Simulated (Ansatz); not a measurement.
CdO (Monteponite):

```
Cd O
1.0
     0.00000    2.34950    2.34950
     2.34950    0.00000    2.34950
     2.34950    2.34950    0.00000
Cd O
1 1
Direct
  0.00000 0.00000 0.00000
  0.50000 0.50000 0.50000
```

Base run:

* Program: Ansatz 0.2.0
* Functional: RPBE
* Potentials or basis: all-electron LAPW, scalar-relativistic
* Cutoff: 306 eV (chosen from the basis error)
* Basis error allowed: 0.001 eV/atom
* k mesh: 10 × 10 × 10
* Occupations: fermi-dirac, width 0.05 eV
* Spin: no spin polarisation

Its results: pressure 10.6 GPa.

**Question.** After a change of settings the same cell gave: pressure 9.4 GPa. Which change was it?
A. functional from RPBE to PBEsol; occupations from fermi-dirac, width 0.05 eV to gaussian, width 0.05 eV
B. functional from RPBE to revPBE
C. functional from RPBE to LDA

**Answer.** B.

Runs at the PBE level aren't shown here.
